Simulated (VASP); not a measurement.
# EuS (Fm-3m) in VASP: further runs

Runs on EuS. Level: PBE. Tasks: single point.

Everything below comes from runs of VASP 6.6.1. Logs are shortened: lines on timing, memory, paths and dates and some standing lists are left out, and cuts for length are marked.

**The experiment to reproduce.**

“Crystal-field mediated electronic transitions of EuS up to 35 GPa”, 2022, pmc:8786971 reports, for a powder of EuS at 300 K: band gap 1.72 eV (optical).

The runs below are set against these values where they give the same quantity.

### 1 Starting point

The structure is cubic, space group Fm-3m (No. 225). The conventional cell has a = 5.957 Å, b = 5.957 Å, c = 5.957 Å, α = 90.00°, β = 90.00°, γ = 90.00°. Eu (site symmetry m-3m) is surrounded by 6 S at 2.98 Å. Around S (site symmetry m-3m) lie 6 Eu at 2.98 Å.

### 2 Single point, PBE, collinear spin, typed start

Input file INCAR:

```
PREC     = Accurate       # precision mode
ENCUT    = 520            # plane-wave cutoff, eV
EDIFF    = 1E-7           # SCF threshold, eV
ISMEAR   = 0              # smearing method
SIGMA    = 0.02           # smearing width, eV
LREAL    = F              # projectors in reciprocal space
LASPH    = T              # aspherical terms in the spheres
NELM     = 150            # most SCF steps
ALGO     = Fast           # electronic algorithm
ISIF     = 2              # what is computed and relaxed
LWAVE    = F              # write WAVECAR
LCHARG   = T              # write CHGCAR
ISPIN    = 2              # spin polarisation
MAGMOM   = 7 0            # initial moments
LORBIT   = 11             # projections on sites
LMAXMIX  = 6              # l up to which the mixer works
GGA      = PE             # functional
LELF     = T              # ELF
LVHAR    = T            
NBANDS   = 22             # bands
```

Input file KPOINTS:

```
Automatic mesh
0
Gamma
  10 10 10
```

Input file POSCAR:

```
EuS
1.0
    0.0000000000      2.9785000000      2.9785000000
    2.9785000000      0.0000000000      2.9785000000
    2.9785000000      2.9785000000      0.0000000000
Eu S
1 1
Direct
    0.0000000000      0.0000000000      0.0000000000
    0.5000000000      0.5000000000      0.5000000000
```

Potentials or basis: VASP PAW PBE potentials, release 64 (Eu, S).

The run is started by

```bash
cat potpaw_PBE.64/Eu/POTCAR potpaw_PBE.64/S/POTCAR > POTCAR
mpirun -np 1 vasp_std > vasp.out
```

OUTCAR:

```text
PREC = Accurate
   ENCUT = 520
   EDIFF = 1E-7
   ISMEAR = 0
   LREAL = F
   LASPH = T
   NELM = 150
   ISIF = 2
   ISPIN = 2
   LORBIT = 11
   GGA = PE

 ion  position               nearest neighbor table
   1  0.000  0.000  0.000-   2 2.98   2 2.98   2 2.98   2 2.98   2 2.98   2 2.98
   2  0.500  0.500  0.500-   1 2.98   1 2.98   1 2.98   1 2.98   1 2.98   1 2.98

  LATTYP: Found a face centered cubic cell.
 ALAT       =     5.9570000000

  Lattice vectors:

 A1 = (   0.0000000000,   2.9785000000,   2.9785000000)
 A2 = (   2.9785000000,   0.0000000000,   2.9785000000)
 A3 = (   2.9785000000,   2.9785000000,   0.0000000000)

Analysis of symmetry for initial positions (statically):
=====================================================================
 Subroutine PRICEL returns:
 Original cell was already a primitive cell.

 Routine SETGRP: Setting up the symmetry group for a
 face centered cubic supercell.

 Subroutine GETGRP returns: Found 48 space group operations
 (whereof 48 operations were pure point group operations)
 out of a pool of 48 trial point group operations.

The static configuration has the point symmetry O_h .

Analysis of symmetry for dynamics (positions and initial velocities):
=====================================================================
 Subroutine PRICEL returns:
 Original cell was already a primitive cell.

 Routine SETGRP: Setting up the symmetry group for a
 face centered cubic supercell.

 Subroutine GETGRP returns: Found 48 space group operations
 (whereof 48 operations were pure point group operations)
 out of a pool of 48 trial point group operations.

The dynamic configuration has the point symmetry O_h .

Analysis of structural, dynamic, and magnetic symmetry:
=====================================================================
 Subroutine PRICEL returns:
 Original cell was already a primitive cell.

 Routine SETGRP: Setting up the symmetry group for a
 face centered cubic supercell.

 Subroutine GETGRP returns: Found 48 space group operations
 (whereof 48 operations were pure point group operations)
 out of a pool of 48 trial point group operations.

The overall configuration has the point symmetry O_h .

 Subroutine INISYM returns: Found 48 space group operations
 (whereof 48 operations are pure point group operations),
 and found     1 'primitive' translations

----------------------------------------------------------------------------------------

                                     Primitive cell

  volume of cell :      52.8473

  direct lattice vectors                    reciprocal lattice vectors
     0.000000000  2.978500000  2.978500000    -0.167869733  0.167869733  0.167869733
     2.978500000  0.000000000  2.978500000     0.167869733 -0.167869733  0.167869733
     2.978500000  2.978500000  0.000000000     0.167869733  0.167869733 -0.167869733

  length of vectors
     4.212235096  4.212235096  4.212235096     0.290758907  0.290758907  0.290758907

  position of ions in fractional coordinates (direct lattice)
     0.000000000  0.000000000  0.000000000
     0.500000000  0.500000000  0.500000000

  ion indices of the primitive-cell ions
   primitive index   ion index
                 1           1
                 2           2

----------------------------------------------------------------------------------------

 KPOINTS: Automatic mesh

Automatic generation of k-mesh.
 Grid dimensions read from file:
 generate k-points for:   10   10   10

 Generating k-lattice:

  Cartesian coordinates                     Fractional coordinates (reciprocal lattice)
    -0.016786973  0.016786973  0.016786973     0.100000000  0.000000000  0.000000000
     0.016786973 -0.016786973  0.016786973     0.000000000  0.100000000  0.000000000
     0.016786973  0.016786973 -0.016786973     0.000000000  0.000000000  0.100000000

  Length of vectors
     0.029075891  0.029075891  0.029075891

  Shift w.r.t. Gamma in fractional coordinates (k-lattice)
     0.000000000  0.000000000  0.000000000

 Subroutine IBZKPT returns following result:
 ===========================================

 Found     47 irreducible k-points:

 Following reciprocal coordinates:
            Coordinates               Weight
  0.000000  0.000000  0.000000      1.000000
  0.100000  0.000000  0.000000      8.000000
  0.200000  0.000000  0.000000      8.000000
  0.300000  0.000000  0.000000      8.000000
  0.400000  0.000000  0.000000      8.000000
  0.500000  0.000000  0.000000      4.000000
[... 16 lines left out ...]
  0.300000  0.300000  0.000000      6.000000
  0.400000  0.300000  0.000000     24.000000
 [... further k-points ...]
   k-points           NKPTS =     47   k-points in BZ     NKDIM =     47   number of bands    NBANDS=     22
   number of dos      NEDOS =    301   number of ions     NIONS =      2
   total plane-waves  NPLWV =  32768
   dimension x,y,z NGX =    32 NGY =   32 NGZ =   32
   dimension x,y,z NGXF=    64 NGYF=   64 NGZF=   64
   ions per type =               1   1
   NGX,Y,Z   is equivalent  to a cutoff of  12.63, 12.63, 12.63 a.u.
   NGXF,Y,Z  is equivalent  to a cutoff of  25.26, 25.26, 25.26 a.u.
 SYSTEM =  unknown system
   PREC   = accura    normal or accurate (medium, high low for compatibility)
   ISTART =      0    job   : 0-new  1-cont  2-samecut
   ICHARG =      2    charge: 1-file 2-atom 10-const
   ISPIN  =      2    spin polarized calculation?
   LNONCOLLINEAR =      F non collinear calculations
   LSORBIT =      F    spin-orbit coupling
   LASPH  =      T    aspherical Exc in radial PAW
   ENCUT  =  520.0 eV  38.22 Ry    6.18 a.u.   7.83  7.83  7.83*2*pi/ulx,y,z
   NELM   =    150;   NELMIN=  2; NELMDL= -5     # of ELM steps
   EDIFF  = 0.1E-06   stopping-criterion for ELM
   LREAL  =      F    real-space projection
   EDIFFG = 0.1E-05   stopping-criterion for IOM
   NSW    =      0    number of steps for IOM
   IBRION =     -1    ionic relax: 0-MD 1-quasi-New 2-CG
   NFREE  =      0    steps in history (QN), initial steepest desc. (CG)
   ISIF   =      2    stress and relaxation
   ISYM   =      2    0-nonsym 1-usesym 2-fastsym
   POTIM  = 0.5000    time-step for ionic-motion
   TEBEG  =    0.0;   TEEND  =   0.0 temperature during run
   PSTRESS=    0.0 pullay stress
   NELECT =      23.0000    total number of electrons
   NUPDOWN=      -1.0000    fix difference up-down
   EMIN   =  10.00;   EMAX   =-10.00  energy-range for DOS
   EFERMI =   0.00;   METHOD = LEGACY
   ISMEAR =     0;   SIGMA  =   0.02  broadening in eV -4-tet -1-fermi 0-gaus
   EFERMI_NEDOS =   21; number of points for ismear=-14 and -15
   IALGO  =     68    algorithm
   IMIX   =      4    mixing-type and parameters
     AMIX     =   0.40;   BMIX     =  1.00
     AMIX_MAG =   1.60;   BMIX_MAG =  1.00
  volume/ion in A,a.u.               =      26.42       178.32
  Fermi-wavevector in a.u.,A,eV,Ry     =   1.240633  2.344456 20.941667  1.539169
  Thomas-Fermi vector in A             =   2.375065
   LORBIT       =     11    0 simple, 1 ext, 2 COOP (PROOUT), +10 PAW based schemes
   GGA     = PE    functional components
   LHFCALC =     F    Hartree Fock is set to
   AEXX    =    0.0000 exact exchange contribution
   IVDW    =     0    specifies the selected vdW correction
   LEPSILON=     F    determine dielectric tensor
   LRPA    =     F    only Hartree local field effects (RPA)
 spin polarized calculation
 RMM-DIIS sequential band-by-band and
 Gauss-broadening in eV      SIGMA  =   0.02
  energy-cutoff  :      520.00
  volume of cell :       52.85
 maximum number of plane-waves:      1440
   NGX = 15   NGY = 15   NGZ = 15

 number of electron      23.0000004 magnetization       6.9888429

 Free energy of the ion-electron system (eV)
  ---------------------------------------------------
  ext. energy  EPLUGINS =         0.00000000
  ---------------------------------------------------
  free energy    TOTEN  =       -19.89699317 eV

  energy without entropy =      -19.89683828  energy(sigma->0) =      -19.89691573

 E-fermi :   4.2736     XC(G=0):  -9.6351

 val. band max:        4.2708740818   @ k =   0.1000   0.0000   0.0000
 cond. band min:       4.2761131193   @ k =   0.4000   0.4000   0.0000
 fundamental gap:      0.0052390375
 Fermi energy:         4.2736059265

 spin component 1

 k-point     1 :       0.0000    0.0000    0.0000
  band No.  band energies     occupation
      1     -37.2085      1.00000
      2     -15.9230      1.00000
      3     -15.9230      1.00000
      4     -15.9230      1.00000
      5      -9.1824      1.00000
      6       1.5224      1.00000
[... 14 lines left out ...]
     21       6.2338      0.00000
     22      11.6519      0.00000
[... 552 lines left out ...]
  band No.  band energies     occupation
      1     -37.1948      1.00000
      2     -16.1326      1.00000
      3     -16.0020      1.00000
      4     -15.9934      1.00000
      5      -8.7152      1.00000
      6      -0.1454      1.00000
[... 14 lines left out ...]
     21      10.2005      0.00000
     22      11.1692      0.00000

 [... further k-points ...]

 spin component 2

 k-point     1 :       0.0000    0.0000    0.0000
  band No.  band energies     occupation
      1     -34.1227      1.00000
      2     -13.6628      1.00000
      3     -13.6628      1.00000
      4     -13.6628      1.00000
      5      -9.1780      1.00000
      6       1.6698      1.00000
[... 14 lines left out ...]
     21       9.0474      0.00000
     22      12.8390      0.00000
[... 552 lines left out ...]
  band No.  band energies     occupation
      1     -34.1036      1.00000
      2     -13.9651      1.00000
      3     -13.7689      1.00000
      4     -13.7565      1.00000
      5      -8.7042      1.00000
      6       0.0926      1.00000
[... 14 lines left out ...]
     21      11.0761      0.00000
     22      11.9596      0.00000

 [... further k-points ...]
[... 5 lines left out ...]
  --------------------------------------------------------------------------------------
  -------------------------------------------------------------------------------------
  Total       -0.9250992     -0.9250992     -0.9250992     -0.0000000      0.0000000     -0.0000000
  in kB      -28.0463318    -28.0463318    -28.0463318     -0.0000000      0.0000000     -0.0000000
  external PRESSURE =     -28.0463318 kB  Pullay stress =       0.0000000 kB

 VOLUME and BASIS-vectors are now :
 -----------------------------------------------------------------------------
  energy-cutoff  :      520.00
  volume of cell :       52.85
      direct lattice vectors                 reciprocal lattice vectors
     0.000000000  2.978500000  2.978500000    -0.167869733  0.167869733  0.167869733
     2.978500000  0.000000000  2.978500000     0.167869733 -0.167869733  0.167869733
     2.978500000  2.978500000  0.000000000     0.167869733  0.167869733 -0.167869733

 POSITION                                       TOTAL-FORCE (eV/Angst)
 -----------------------------------------------------------------------------------
      0.00000      0.00000      0.00000         0.000000     -0.000000     -0.000000
      2.97850      2.97850      2.97850        -0.000000      0.000000      0.000000
 -----------------------------------------------------------------------------------
    total drift:                                0.000000     -0.000000     -0.000000

  FREE ENERGIE OF THE ION-ELECTRON SYSTEM (eV)
  ---------------------------------------------------
  free  energy   TOTEN  =       -19.8969931729 eV

  energy  without entropy=      -19.8968382845  energy(sigma->0) =      -19.89691573

 total charge

# of ion       s       p       d       f       tot
--------------------------------------------------
    1        2.027   5.757   0.305   6.657  14.746
    2        1.316   2.430   0.000   0.000   3.746
--------------------------------------------------
tot          3.343   8.187   0.305   6.657  18.492

 magnetization (x)

# of ion       s       p       d       f       tot
--------------------------------------------------
    1       -0.015  -0.114   0.093   6.627   6.592
    2       -0.007  -0.067   0.000   0.000  -0.074
--------------------------------------------------
tot         -0.022  -0.180   0.093   6.627   6.518
```

Wall time 3.7 min (1 thread of Intel Xeon 6975P-C (Granite Rapids), shared host); peak memory 0.27 GiB.

Results:

| Quantity | Value |
| --- | --- |
| Free energy | -19.8970 eV |
| Pressure | -2.8 GPa |
| Band gap on the k mesh | none (metal or under the smearing width) |
| Net moment | 6.99 μB per cell |
| Site moments | Eu +6.59; S -0.07 μB |
| Valence electrons inside the program's atomic spheres | Eu 14.75; S 3.75 |

Levels at points of the mesh, in eV from the Fermi level:
Spin up:
```tsv
k point	band 11	band 12	band 13	band 14	band 15	band 16	band 17	band 18	band 19	band 20
(0.00, 0.00, 0.00)	-0.22	-0.22	0.10	0.10	0.10	0.81	1.09	1.09	1.10	1.96
(0.50, 0.00, 0.00)	-0.35	-0.26	-0.26	-0.23	-0.21	2.95	3.23	3.65	3.65	6.56
(0.50, 0.50, 0.00)	-0.29	-0.27	-0.27	-0.23	-0.05	-0.05	3.10	3.23	4.53	4.69
```
Spin down:
| k point | band 6 | band 7 | band 8 | band 9 | band 10 | band 11 |
| --- | --- | --- | --- | --- | --- | --- |
| (0.00, 0.00, 0.00) | -2.60 | -2.60 | -2.60 | 1.45 | 1.86 | 1.86 |
| (0.50, 0.00, 0.00) | -5.12 | -3.73 | -3.73 | 2.88 | 4.05 | 4.13 |
| (0.50, 0.50, 0.00) | -3.74 | -2.95 | -2.95 | -0.13 | 3.95 | 3.97 |

Caveat: spin-orbit coupling is left out, which moves the levels of the heavy elements; a cell with one magnetic atom can't hold antiferromagnetic order, which such compounds often take; without U or exact exchange the open f shell lies at the Fermi level, which spoils levels, moments and volumes. The state reached can hang on the start; a lower one may exist.

(Part 1 of 2 ends here.)
